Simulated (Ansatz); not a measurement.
Input, command and steps of an Ansatz relaxation.

```yaml
crystal:
  lattice:
    - [3.3541349689, 0.0, 0.0]
    - [-1.6770674845, 2.9047660908, 0.0]
    - [0.0, 0.0, 5.5658304116]
  atoms:
    - { symbol: Ti, position: [0.0, 0.0, 0.0] }
    - { symbol: Se, position: [0.3333333333, 0.6666666667, 0.2780274035] }
    - { symbol: Se, position: [0.6666666667, 0.3333333333, 0.7219725965] }
basis:
  ecutwfc: 420
kpoints:
  mp_grid: { grid: [15, 15, 8] }
hamiltonian:
  xc: pbe
  dispersion: d3bj
scf:
  occupations: { method: gaussian, width: 0.1 }
output:
  forces: true
  stress: true
  eigenvalues: true
relax:
  adjacent_minimum: "off"
  f_tol: 0.01
  max_steps: 30
  cell: { stress_tol: 0.1, fix: [volume] }
```

```bash
ansatz run input.yaml --threads 1 --pin off --max-ram 2560MiB --backend cpu --events-out ev --progress --plain --runs-dir out
```

Computed with DFT PBE+D3(BJ), scalar-relativistic, plane waves, PAW (Ansatz).

The volume is held at 0.88 times that of the relaxed cell.

Of 5 frames 4 are shown, positions in Å and forces in eV/Å; the SCF threshold varies from step to step. Steps run on the plane waves of an earlier cell, with a Pulay correction in the pressure. The basis is chosen afresh for the last frame, the zero of the energies, and at times for earlier ones too; energy and pressure step there, also at an unchanged geometry.

```xyz
3
Lattice="3.3541 0.0000 0.0000 -1.6771 2.9048 0.0000 0.0000 0.0000 5.5658" Properties=species:S:1:pos:R:3:forces:R:3 pbc="T T T" step=1 free_energy_over_end_meV_per_atom=2.51 pressure_GPa=9.63
Ti    0.0000    0.0000    0.0000    0.0000    0.0000    0.0000
Se    0.0000    1.9365    1.5475    0.0000    0.0000    0.3462
Se    1.6771    0.9683    4.0184    0.0000    0.0000   -0.3462
3
Lattice="3.3621 0.0000 0.0000 -1.6811 2.9117 0.0000 0.0000 0.0000 5.5394" Properties=species:S:1:pos:R:3:forces:R:3 pbc="T T T" step=2 free_energy_over_end_meV_per_atom=1.41 pressure_GPa=7.39
Ti    0.0000    0.0000    0.0000    0.0000    0.0000    0.0000
Se    0.0000    1.9411    1.5790    0.0000    0.0000   -0.2463
Se    1.6811    0.9706    3.9604    0.0000    0.0000    0.2463
3
Lattice="3.3541 0.0000 0.0000 -1.6770 2.9047 0.0000 0.0000 0.0000 5.5660" Properties=species:S:1:pos:R:3:forces:R:3 pbc="T T T" step=3 free_energy_over_end_meV_per_atom=0.01 pressure_GPa=8.26
Ti    0.0000    0.0000    0.0000    0.0000    0.0000    0.0000
Se    0.0000    1.9365    1.5696    0.0000    0.0000   -0.0064
Se    1.6770    0.9682    3.9964    0.0000    0.0000    0.0064
3
Lattice="3.3568 0.0000 0.0000 -1.6784 2.9071 0.0000 0.0000 0.0000 5.5570" Properties=species:S:1:pos:R:3:forces:R:3 pbc="T T T" step=5 free_energy_over_end_meV_per_atom=0.00 pressure_GPa=8.31
Ti    0.0000    0.0000    0.0000    0.0000    0.0000    0.0000
Se    0.0000    1.9381    1.5669    0.0000    0.0000    0.0055
Se    1.6784    0.9690    3.9901    0.0000    0.0000   -0.0055
```

The run took 41 s on 1 thread of Intel(R) Xeon(R) 6975P-C (Granite Rapids), with other jobs on the host, peak memory 0.59 GiB.